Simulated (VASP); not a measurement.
The system is AgCl.

```
Ag Cl
1.0
     0.00000    2.77266    2.77266
     2.77266    0.00000    2.77266
     2.77266    2.77266    0.00000
Ag Cl
1 1
Cartesian
  0.0000 0.0000 0.0000
  2.7727 2.7727 2.7727
```

The cell is a database's computed one.

* Program: VASP 6.6.1
* Task: relaxation of cell and atoms
* Functional: PBEsol
* Potentials or basis: VASP PAW PBE potentials, release 64 (Ag, Cl)
* Cutoff: 600 eV
* k mesh: 8 × 8 × 8
* Occupations: gaussian, width 0.02 eV
* Spin: no spin polarisation

At the start: pressure -2.7 GPa; volume 21.32 Å³/atom.

**Question.** Where does the relaxation end?

**Answer.** Over 3 steps the energy falls by 10.0 meV/atom and the volume is 20.19 Å³/atom (-5.3 %); space group Fm-3m (No. 225, to 0.05 Å).

The path:
```
step  energy change (eV)  largest force (eV/Å)  pressure (GPa)  volume (Å³)
   1              0.0000                0.0000           -2.68        42.63
   2             -0.0200                0.0000           -0.13        40.47
   3             -0.0200                0.0000           -0.01        40.38
```

Final structure:
```cif
data_structure
_symmetry_space_group_name_H-M 'P 1'
_symmetry_Int_Tables_number 1
_cell_length_a 3.8509
_cell_length_b 3.8509
_cell_length_c 3.8509
_cell_angle_alpha 60.000
_cell_angle_beta 60.000
_cell_angle_gamma 60.000
_cell_volume 40.38
loop_
_atom_site_label
_atom_site_type_symbol
_atom_site_fract_x
_atom_site_fract_y
_atom_site_fract_z
_atom_site_occupancy
Ag1 Ag 0.00000 0.00000 0.00000 1
Cl1 Cl 0.50000 0.50000 0.50000 1
```

Caveat: the PAW data sets were made with another functional, which shifts forces and pressure a little.
